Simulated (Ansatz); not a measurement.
## RbBr (Fm-3m): several responses side by side

Conventional cell: a = 6.850 Å, b = 6.850 Å, c = 6.850 Å, α = 90.00°, β = 90.00°, γ = 90.00°. Rb (atom 1) is surrounded by 6 Br at 3.42 Å. Br (atom 2) is surrounded by 6 Rb at 3.42 Å.

Ansatz runs use the cell relaxed by PAW under their functional.

(1) What are its gap and electron mass? (PBEsol, all-electron LAPW in Ansatz 0.2.0, scalar-relativistic; a = 6.850 Å; k mesh 6×6×6, fixed occupations, basis error target 1 meV/atom)

(2) How stiff is it? (PBEsol, all-electron LAPW in Ansatz 0.2.0, scalar-relativistic; a = 6.850 Å; k mesh 6×6×6, strains of ±0.005, fixed occupations, basis error target 0.5 meV/atom)

(3) How does it vibrate? (PBEsol, all-electron LAPW in Ansatz 0.2.0, scalar-relativistic; a = 6.850 Å; k mesh 6×6×6, fixed occupations, basis error target 1 meV/atom; q mesh 2×2×2)

(4) How does it screen a field? (PBEsol, PAW on Ansatz 0.2.0's default frozen-core files (fitted under PBE), scalar-relativistic; a = 6.850 Å; k mesh 6×6×6, fixed occupations, cutoff 420 eV)

(5) How much do local fields and the kernel change ε∞?

Answers

(1) Kohn-Sham band edges (the gap between refined extrema, the direct gap on the fine mesh): gap = 4.22 eV, least direct gap = 4.22 eV, electron conductivity mass = 0.364 mₑ, ε∞ without local fields (PAW) = 2.87.

(2) Elastic moduli (Hill averages, relaxed ions; θ_D from sound speeds over directions): B = 13.7 GPa, G = 6.9 GPa, C11 = 32.9 GPa, C44 = 4.0 GPa, ν = 0.284, θ_D = 132 K.

(3) Harmonic phonons by finite displacements (no LO-TO term; negative means unstable): highest mode = 92.1 cm⁻¹, lowest at L = 61.7 cm⁻¹, lowest at X = 31.6 cm⁻¹, highest at Γ = 84.8 cm⁻¹.

(4) Dielectric response and Born charges by linear response (direction means): ε∞ = 2.58, largest |Z*| = 1.16 e, ε₀ = 5.3.

(5) From 2.87 (independent particles) to 2.58 (linear response), -10 %. The two sums use different k meshes, so a part of a few per cent can be the mesh's.

Caveats: no spin-orbit coupling on heavy atoms (band edges); semilocal gaps are low, and light masses and ε∞ follow the gap (band edges); frozen-core PAW files fitted under PBE, their cores solved anew for the functional of the run (field response); zone-boundary modes aren't tested (field response); semilocal gaps are low, so ε∞ comes out large.
